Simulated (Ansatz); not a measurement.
ZrAgO₄: relaxation (Ansatz)

The command:

```bash
ansatz run input.yaml --threads 2 --pin off --max-ram 3584MiB --backend cpu --events-out ev --progress --plain --runs-dir out
```

Input:

```yaml
crystal:
  lattice:
    - [-3.421442, 3.421442, 3.096007]
    - [3.421442, -3.421442, 3.096007]
    - [3.421442, 3.421442, -3.096007]
  atoms:
    - { symbol: Ag, position: [0.375, 0.625, 0.75] }
    - { symbol: Ag, position: [0.625, 0.375, 0.25] }
    - { symbol: Zr, position: [0.875, 0.125, 0.75] }
    - { symbol: Zr, position: [0.125, 0.875, 0.25] }
    - { symbol: O, position: [0.2611, 0.1953, 0.0658] }
    - { symbol: O, position: [0.1953, 0.6295, 0.9342] }
    - { symbol: O, position: [0.6295, 0.1953, 0.4342] }
    - { symbol: O, position: [0.1953, 0.2611, 0.5658] }
    - { symbol: O, position: [0.7389, 0.8047, 0.9342] }
    - { symbol: O, position: [0.8047, 0.7389, 0.4342] }
    - { symbol: O, position: [0.3705, 0.8047, 0.5658] }
    - { symbol: O, position: [0.8047, 0.3705, 0.0658] }
  symmetry: { tolerance: 0.0003 }
kpoints:
  mp_grid: { grid: [5, 5, 5], shift: [0, 0, 0] }
magnetization:
  spin_polarized: false
scf:
  occupations: { method: fermi_dirac }
  lower_state_search: "off"
hamiltonian:
  pseudopotentials: { kind: paw }
  xc: r2scan
basis:
  ecutwfc: 500
  fft_grid_basis: typed
relax:
  max_steps: 60
  cell: { p_target: 0.0 }
output:
  forces: true
  stress: true
  eigenvalues: true
  bader: true
  populations: true
  elf: true
  write_potential: true
  volumetric_format: npy
  dos:
    e_range: [-12, 8]
    de: 0.05
    projected: { site_lists: { Ag: [Ag], O: [O], Zr: [Zr] } }
checkpoint:
  read: saved_state
```

Origin of the cell: a known structure type with other elements, at an estimated volume, so it need not be a known compound.

The smearing width isn't typed, so it takes its default of 0.1 eV.

The saved state is a converged single point of the same cell.

Steps («new basis» is an SCF on plane waves selected anew at the same cell):

```tsv
step	ΔF (meV/atom)	max force component (eV/Å)	P (GPa)	volume (Å³)	SCF iterations	step was
1	0.0	9.433	47.69	144.97	7	accepted
2	-938.2	2.659	16.22	147.36	8	accepted
3	-1100.6	1.053	5.71	151.37	7	accepted
4	-1138.0	0.587	0.00	157.47	7	accepted
5	-1145.3	0.398	2.47	156.41	6	accepted
6	-1149.8	0.142	0.34	159.26	6	accepted
7	-1150.3	0.020	0.25	159.17	5	accepted
8	-1150.4	0.003	0.05	159.36	5	accepted
9	-1150.4	0.001	0.01	159.41	5	accepted
10	-1151.4	0.002	0.02	159.41	7	new basis
11	-1151.4	0.000	0.00	159.40	4	accepted
12	-1151.4	0.000	0.00	159.40	4	new basis
```

Before:

Space group I4_1/amd (No. 141); the run's cell has a = 5.744 Å, b = 5.744 Å, c = 5.744 Å, α = 106.89°, β = 106.89°, γ = 114.77°. Shortest distances: Ag–O 1.68 Å, O–Zr 2.20 Å, O–O 2.52 Å, Ag–Zr 3.10 Å.

The relaxed structure.

Space group I4_1/amd (No. 141); the run's cell has a = 5.916 Å, b = 5.916 Å, c = 5.916 Å, α = 109.03°, β = 109.03°, γ = 110.37°. Shortest distances: O–O 2.04 Å, Ag–O 2.05 Å, O–Zr 2.16 Å, Ag–Zr 3.38 Å.

```
CELL_PARAMETERS angstrom
-3.43464 3.43464 3.37803
3.43464 -3.43464 3.37803
3.43464 3.43464 -3.37803
ATOMIC_POSITIONS crystal
Ag 0.37500 0.62500 0.75000
Ag 0.62500 0.37500 0.25000
Zr 0.87500 0.12500 0.75000
Zr 0.12500 0.87500 0.25000
O 0.20192 0.13487 0.06705
O 0.13487 0.56782 0.93295
O 0.56782 0.13487 0.43295
O 0.13487 0.20192 0.56705
O 0.79808 0.86513 0.93295
O 0.86513 0.79808 0.43295
O 0.43218 0.86513 0.56705
O 0.86513 0.43218 0.06705
```

```
Free energy lowered by                                                                 : 1151.4 meV/atom
Volume change                                                                          : 9.95 %
Final pressure                                                                         : 0.00 GPa
Relaxation steps listed                                                                : 12
Formation energy (elements under the same functional, gases as molecules, uncorrected) : -1.508 eV/atom
```

Caveats: no moments, though an odd count or open d shells may carry them; the given cell is far from equilibrium, with atoms too close or a volume far off; the relaxation held the start's symmetry, so the end may be a saddle point.

It ran for 3.7 min on 2 threads of Arm Neoverse V1, on a shared host, peak memory 0.96 GiB, from a saved density.
